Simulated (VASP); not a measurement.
# CdSe (F-43m) in VASP: notebook

The runs below take CdSe through single point, with PBEsol.

Program: VASP 6.6.1. These are calculated values, not measurements. Logs are shortened: lines on timing, memory, paths and dates and some standing lists are left out, and cuts for length are marked.

## 1. The structure

Symmetry: F-43m, No. 216, cubic system. The conventional cell has a = 6.083 Å, b = 6.083 Å, c = 6.083 Å, α = 90.00°, β = 90.00°, γ = 90.00°. Around Cd (site symmetry -43m) lie 4 Se at 2.63 Å. Around Se (site symmetry -43m) lie 4 Cd at 2.63 Å.

Measurements of this composition are mostly on another form, of space group No. 186.

## 2. Single point, PBEsol

INCAR reads:

```
SYSTEM = CdSe
PREC = Accurate
ENCUT = 520
EDIFF = 1E-6
ISMEAR = 0
SIGMA = 0.05
LREAL = .FALSE.
LASPH = .TRUE.
NELM = 80
ALGO = Normal
ISIF = 2
LWAVE = .FALSE.
LCHARG = .FALSE.
GGA = PS
NBANDS = 16
```

KPOINTS reads:

```
regular mesh
0
G
  10 10 10
  0 0 0
```

POSCAR reads:

```
CdSe
1.0
    0.0000000000      3.0413096065      3.0413096065
    3.0413096065      0.0000000000      3.0413096065
    3.0413096065      3.0413096065      0.0000000000
Cd Se
1 1
Direct
    0.0000000000      0.0000000000      0.0000000000
    0.7500000000      0.7500000000      0.7500000000
```

Potentials or basis: VASP PAW PBE potentials, release 64 (Cd, Se).

Command:

```console
> cat potpaw_PBE.64/Cd/POTCAR potpaw_PBE.64/Se/POTCAR > POTCAR
> mpirun -np 1 vasp_std > vasp.out
```

OUTCAR:

```text
SYSTEM = CdSe
   PREC = Accurate
   ENCUT = 520
   EDIFF = 1E-6
   ISMEAR = 0
   LREAL = .FALSE.
   LASPH = .TRUE.
   NELM = 80
   ISIF = 2
   GGA = PS

 ion  position               nearest neighbor table
   1  0.000  0.000  0.000-   2 2.63   2 2.63   2 2.63   2 2.63
   2  0.750  0.750  0.750-   1 2.63   1 2.63   1 2.63   1 2.63

  LATTYP: Found a face centered cubic cell.
 ALAT       =     6.0826192130

  Lattice vectors:

 A1 = (   0.0000000000,   3.0413096065,   3.0413096065)
 A2 = (   3.0413096065,   0.0000000000,   3.0413096065)
 A3 = (   3.0413096065,   3.0413096065,   0.0000000000)

Analysis of symmetry for initial positions (statically):
=====================================================================
 Subroutine PRICEL returns:
 Original cell was already a primitive cell.

 Routine SETGRP: Setting up the symmetry group for a
 face centered cubic supercell.

 Subroutine GETGRP returns: Found 24 space group operations
 (whereof 24 operations were pure point group operations)
 out of a pool of 48 trial point group operations.

The static configuration has the point symmetry T_d .

Analysis of symmetry for dynamics (positions and initial velocities):
=====================================================================
 Subroutine PRICEL returns:
 Original cell was already a primitive cell.

 Routine SETGRP: Setting up the symmetry group for a
 face centered cubic supercell.

 Subroutine GETGRP returns: Found 24 space group operations
 (whereof 24 operations were pure point group operations)
 out of a pool of 48 trial point group operations.

The dynamic configuration has the point symmetry T_d .

 Subroutine INISYM returns: Found 24 space group operations
 (whereof 24 operations are pure point group operations),
 and found     1 'primitive' translations

----------------------------------------------------------------------------------------

                                     Primitive cell

  volume of cell :      56.2616

  direct lattice vectors                    reciprocal lattice vectors
     0.000000000  3.041309607  3.041309607    -0.164402861  0.164402861  0.164402861
     3.041309607  0.000000000  3.041309607     0.164402861 -0.164402861  0.164402861
     3.041309607  3.041309607  0.000000000     0.164402861  0.164402861 -0.164402861

  length of vectors
     4.301061293  4.301061293  4.301061293     0.284754108  0.284754108  0.284754108

[... 79 lines left out ...]
   NELM   =     80;   NELMIN=  2; NELMDL= -5     # of ELM steps
   EDIFF  = 0.1E-05   stopping-criterion for ELM
   LREAL  =      F    real-space projection
   EDIFFG = 0.1E-04   stopping-criterion for IOM
   NSW    =      0    number of steps for IOM
   IBRION =     -1    ionic relax: 0-MD 1-quasi-New 2-CG
   NFREE  =      0    steps in history (QN), initial steepest desc. (CG)
   ISIF   =      2    stress and relaxation
   ISYM   =      2    0-nonsym 1-usesym 2-fastsym
   POTIM  = 0.5000    time-step for ionic-motion
   TEBEG  =    0.0;   TEEND  =   0.0 temperature during run
   PSTRESS=    0.0 pullay stress
   NELECT =      18.0000    total number of electrons
   NUPDOWN=      -1.0000    fix difference up-down
   EMIN   =  10.00;   EMAX   =-10.00  energy-range for DOS
   EFERMI =   0.00;   METHOD = LEGACY
   ISMEAR =     0;   SIGMA  =   0.05  broadening in eV -4-tet -1-fermi 0-gaus
   EFERMI_NEDOS =   21; number of points for ismear=-14 and -15
   IALGO  =     38    algorithm
   IMIX   =      4    mixing-type and parameters
     AMIX     =   0.40;   BMIX     =  1.00
     AMIX_MAG =   1.60;   BMIX_MAG =  1.00
  volume/ion in A,a.u.               =      28.13       189.84
  Fermi-wavevector in a.u.,A,eV,Ry     =   1.119683  2.115894 17.057484  1.253690
  Thomas-Fermi vector in A             =   2.256324
   LORBIT       =      0    0 simple, 1 ext, 2 COOP (PROOUT), +10 PAW based schemes
   GGA     = PS    functional components
   LHFCALC =     F    Hartree Fock is set to
   AEXX    =    0.0000 exact exchange contribution
   IVDW    =     0    specifies the selected vdW correction
   LEPSILON=     F    determine dielectric tensor
   LRPA    =     F    only Hartree local field effects (RPA)
 non-spin polarized calculation
 Gauss-broadening in eV      SIGMA  =   0.05
  energy-cutoff  :      520.00
  volume of cell :       56.26
 maximum number of plane-waves:      1528
   NGX = 15   NGY = 15   NGZ = 15

 number of electron      18.0000002 magnetization

 Free energy of the ion-electron system (eV)
  ---------------------------------------------------
  ext. energy  EPLUGINS =         0.00000000
  ---------------------------------------------------
  free energy    TOTEN  =        -6.17778121 eV

  energy without entropy =       -6.17778121  energy(sigma->0) =       -6.17778121

 E-fermi :   1.0706     XC(G=0):  -9.0991

 val. band max:        0.8104982357   @ k =   0.0000   0.0000   0.0000
 cond. band min:       1.2932222871   @ k =   0.0000   0.0000   0.0000
 fundamental gap:      0.4827240514
 Fermi energy:         1.0705939454

 k-point     1 :       0.0000    0.0000    0.0000
  band No.  band energies     occupation
      1     -11.8132      2.00000
      2      -7.1013      2.00000
      3      -7.1013      2.00000
      4      -7.1013      2.00000
      5      -6.7199      2.00000
      6      -6.7199      2.00000
[... 433 lines left out ...]
      3      -6.9034      2.00000
      4      -6.8583      2.00000
      5      -6.6747      2.00000
      6      -6.5604      2.00000
[... 8 lines left out ...]
     15      12.9932      0.00000
     16      14.3945      0.00000

 [... further k-points ...]

------------------------ aborting loop because EDIFF is reached ----------------------------------------

  FORCE on cell =-STRESS in cart. coord.  units (eV):
  Direction    XX          YY          ZZ          XY          YZ          ZX
  --------------------------------------------------------------------------------------
  -------------------------------------------------------------------------------------
  Total        0.1092092      0.1092092      0.1092092      0.0000000      0.0000000     -0.0000000
  in kB        3.1099828      3.1099828      3.1099828      0.0000000      0.0000000     -0.0000000
  external PRESSURE =       3.1099828 kB  Pullay stress =       0.0000000 kB

 VOLUME and BASIS-vectors are now :
 -----------------------------------------------------------------------------
  energy-cutoff  :      520.00
  volume of cell :       56.26
      direct lattice vectors                 reciprocal lattice vectors
     0.000000000  3.041309607  3.041309607    -0.164402861  0.164402861  0.164402861
     3.041309607  0.000000000  3.041309607     0.164402861 -0.164402861  0.164402861
     3.041309607  3.041309607  0.000000000     0.164402861  0.164402861 -0.164402861

 POSITION                                       TOTAL-FORCE (eV/Angst)
 -----------------------------------------------------------------------------------
      0.00000      0.00000      0.00000        -0.000000     -0.000000     -0.000000
      4.56196      4.56196      4.56196         0.000000      0.000000      0.000000
 -----------------------------------------------------------------------------------
    total drift:                                0.000000      0.000000      0.000000

  FREE ENERGIE OF THE ION-ELECTRON SYSTEM (eV)
  ---------------------------------------------------
  free  energy   TOTEN  =        -6.1777812124 eV

  energy  without entropy=       -6.1777812124  energy(sigma->0) =       -6.17778121
```

OSZICAR:

```text
N       E                     dE             d eps       ncg     rms          rms(c)
DAV:   1     0.107568951231E+03    0.10757E+03   -0.88599E+03  1528   0.101E+03
DAV:   2    -0.242013327651E+01   -0.10999E+03   -0.10408E+03  1832   0.248E+02
DAV:   3    -0.653956216504E+01   -0.41194E+01   -0.41132E+01  1768   0.497E+01
DAV:   4    -0.655673197463E+01   -0.17170E-01   -0.17169E-01  1960   0.328E+00
DAV:   5    -0.655683768315E+01   -0.10571E-03   -0.10571E-03  1816   0.219E-01    0.596E+00
DAV:   6    -0.620204245854E+01    0.35480E+00   -0.56741E-01  2240   0.977E+00    0.480E+00
DAV:   7    -0.617910455756E+01    0.22938E-01   -0.12935E-01  1816   0.247E+00    0.217E+00
DAV:   8    -0.617783963299E+01    0.12649E-02   -0.13221E-02  1736   0.141E+00    0.220E-01
DAV:   9    -0.617773645908E+01    0.10317E-03   -0.13671E-03  1832   0.501E-01    0.426E-02
DAV:  10    -0.617775700634E+01   -0.20547E-04   -0.14308E-04  1864   0.155E-01    0.372E-02
DAV:  11    -0.617778172436E+01   -0.24718E-04   -0.43776E-05  1864   0.485E-02    0.162E-02
DAV:  12    -0.617778121243E+01    0.51193E-06   -0.16303E-06  1440   0.168E-02
   1 F= -.61777812E+01 E0= -.61777812E+01  d E =-.693894E-13
```

stdout:

```text
POSCAR found type information on POSCAR CdSe
 POSCAR found :  2 types and       2 ions
 scaLAPACK will be used
 -----------------------------------------------------------------------------
|                                                                             |
|                                                                             |
|     You enforced a specific xc type in the INCAR file but a different       |
|     I HOPE YOU KNOW WHAT YOU ARE DOING!                                     |
|                                                                             |
 -----------------------------------------------------------------------------

 LDA part: xc-table for (Slater+PW92), standard interpolation
 POSCAR, INCAR and KPOINTS ok, starting setup
 FFT: planning ... GRIDC
 FFT: planning ... GRID_SOFT
 FFT: planning ... GRID
 WAVECAR not read
 entering main loop
```

It took 24 s on 1 thread of Intel Xeon Platinum 8488C (Sapphire Rapids), shared host; peak memory 0.2 GiB.

What came out:

```yaml
Free_energy: -6.1778 eV
Pressure: 0.3 GPa
Band_gap_on_the_k_mesh: 0.48 eV, direct
```

Levels at points of the mesh, in eV from the valence-band top:
| k point | band 6 | band 7 | band 8 | band 9 | band 10 | band 11 | band 12 | band 13 |
| --- | --- | --- | --- | --- | --- | --- | --- | --- |
| (0.00, 0.00, 0.00) | -7.53 | 0.00 | 0.00 | 0.00 | 0.48 | 5.86 | 5.86 | 5.86 |
| (0.50, 0.00, 0.00) | -7.24 | -4.45 | -0.76 | -0.76 | 2.29 | 6.36 | 6.36 | 7.28 |
| (0.50, 0.50, 0.00) | -7.17 | -4.13 | -1.88 | -1.88 | 3.00 | 3.67 | 8.98 | 10.13 |

Caveat: the PAW data sets were made with another functional, which shifts forces and pressure a little. PBEsol gaps usually lie below the measured ones, often by a third to a half.

## 3. Single point, PBEsol

INCAR reads:

```
PREC = Accurate
ENCUT = 520
EDIFF = 1E-6
ISMEAR = 0
SIGMA = 0.02
LREAL = False
LASPH = True
NELM = 80
ALGO = Normal
ISIF = 2
LWAVE = False
LCHARG = False
GGA = PS
NBANDS = 16
```

KPOINTS reads:

```
regular mesh
0
Gamma
  10 10 10
```

POSCAR is that of step 2.

Potentials or basis: VASP PAW PBE potentials, release 64 (Cd, Se).

Command:

```console
> cat potpaw_PBE.64/Cd/POTCAR potpaw_PBE.64/Se/POTCAR > POTCAR
> mpirun -np 1 vasp_std > vasp.out
```

Run time: 25 s. Hardware: 1 thread of Intel Xeon Platinum 8488C (Sapphire Rapids), shared host; peak memory 0.19 GiB.

Results (log left out):

```
Free energy            : -6.1778 eV
Pressure               : 0.3 GPa
Band gap on the k mesh : 0.48 eV, direct
```

Levels at points of the mesh, in eV from the valence-band top:
| k point | band 6 | band 7 | band 8 | band 9 | band 10 | band 11 | band 12 | band 13 |
| --- | --- | --- | --- | --- | --- | --- | --- | --- |
| (0.00, 0.00, 0.00) | -7.53 | 0.00 | 0.00 | 0.00 | 0.48 | 5.86 | 5.86 | 5.86 |
| (0.50, 0.00, 0.00) | -7.24 | -4.45 | -0.76 | -0.76 | 2.29 | 6.36 | 6.36 | 7.28 |
| (0.50, 0.50, 0.00) | -7.17 | -4.13 | -1.88 | -1.88 | 3.00 | 3.67 | 8.98 | 10.13 |

Caveat: the PAW data sets were made with another functional, which shifts forces and pressure a little. A hybrid or GW would open this gap; PBEsol tends to underestimate it.
